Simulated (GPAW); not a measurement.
Wanted: an ASE script for a GPAW 26.7.0 run.

```
Task                : single point
Functional          : LDA
Potentials or basis : the program's PAW data sets (release 1.2.1) made for this functional
Cutoff              : 600 eV
Basis               : pw
k mesh              : 8 × 8 × 4
Occupations         : fermi-dirac, width 0.05 eV
Spin                : no spin polarisation
Maxiter             : 120
Convergence         : default
```

The system is HfN.

```
CELL_PARAMETERS angstrom
3.13391 0.00000 0.00000
-1.56695 2.71404 0.00000
0.00000 0.00000 5.41677
ATOMIC_POSITIONS crystal
Hf 0.33333 0.66667 0.25000
Hf 0.66667 0.33333 0.75000
N 0.00000 0.00000 0.50000
N 0.00000 0.00000 0.00000
```

The cell comes from a database or a generator and needn't be the stable form of this composition.

These files were run (other wordings do the same):

run.py

```python
from ase import Atoms
from ase.dft.bandgap import bandgap
from ase.io import write
from ase.units import GPa
from gpaw import GPAW, PW

atoms = Atoms(['Hf', 'Hf', 'N', 'N'],
              cell=[[3.1339080219, 0.0, 0.0],
                    [-1.566954011, 2.7140439601, 0.0],
                    [0.0, 0.0, 5.41676772]],
              scaled_positions=[[0.3333333333, 0.6666666667, 0.25],
                                [0.6666666667, 0.3333333333, 0.75],
                                [0.0, 0.0, 0.5],
                                [0.0, 0.0, 0.0]],
              pbc=True)

calc = GPAW(mode=PW(600),
            xc='LDA',
            kpts={'size': (8, 8, 4), 'gamma': True},
            occupations={'name': 'fermi-dirac', 'width': 0.05},
            nbands=33,
            maxiter=120,
            txt='gpaw.txt')
atoms.calc = calc
energy = atoms.get_potential_energy()
forces = atoms.get_forces()
stress = atoms.get_stress()
calc.write('gs.gpw')
write('result.traj', atoms)
print(f'Energy: {energy:.6f} eV')
print('Forces (eV/A):')
print(forces.round(4))
print('Stress (GPa):', (stress / GPa).round(3))
print('Fermi level:', round(calc.get_fermi_level(), 4), 'eV')
print(f'Gap: {bandgap(calc)[0]:.4f} eV, direct: {bandgap(calc, direct=True)[0]:.4f} eV')
```

Potentials or basis: the program's PAW data sets (release 1.2.1) made for this functional, pw.

Command:

```sh
$ OMP_NUM_THREADS=1 python run.py
```

It gave:

```
Pressure               : -15.1 GPa
Band gap on the k mesh : none (metal or under the smearing width)
```

Caveat: the cutoff is short for stress and forces, so pressures can be off by a GPa or more; so large a pressure means that the cell lies far from this level's equilibrium, or that cutoff or potentials fall short.

Run time: 21 s on 1 thread of Intel(R) Xeon(R) Platinum 8488C (Sapphire Rapids), on a shared host, peak memory 0.18 GiB.
